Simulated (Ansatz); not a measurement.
# Strain response of SnO

The calculation used DFT PBE, scalar-relativistic, plane waves, PAW (Ansatz). Settings: 420 eV cutoff, 10×10×8 k-mesh, Gaussian smearing of 0.01 eV, no spin polarisation.

Reference structure (relaxed):

```
CELL_PARAMETERS angstrom
3.86826 0.00000 0.00000
0.00000 3.86826 0.00000
0.00000 0.00000 5.06624
ATOMIC_POSITIONS crystal
Sn 0.00000 0.50000 0.22878
Sn 0.50000 0.00000 0.77122
O 0.50000 0.50000 0.00000
O 0.00000 0.00000 0.00000
```

Deformation: shear that moves c along a by the strain times its height over the a-b plane, the cell held and the atoms relaxed, all within the symmetry that the strain leaves. Energies are extrapolated to zero smearing. Stress is positive in compression, on the Cartesian axes of the cell above. Gaps are Kohn–Sham gaps over the whole zone.

Strains computed: +2.0, +4.0, +6.0, +8.0, +12.0 %.

Task: At which strain does the energy stand 15.4 meV/atom over the relaxed crystal with σxx = 0.52, σyy = 0.72, σzz = 0.90, σyz = 0.00, σxz = -2.12, σxy = 0.00 GPa?

Result: +12.0 %. The gap there is 0.50 eV against 0.49 unstrained.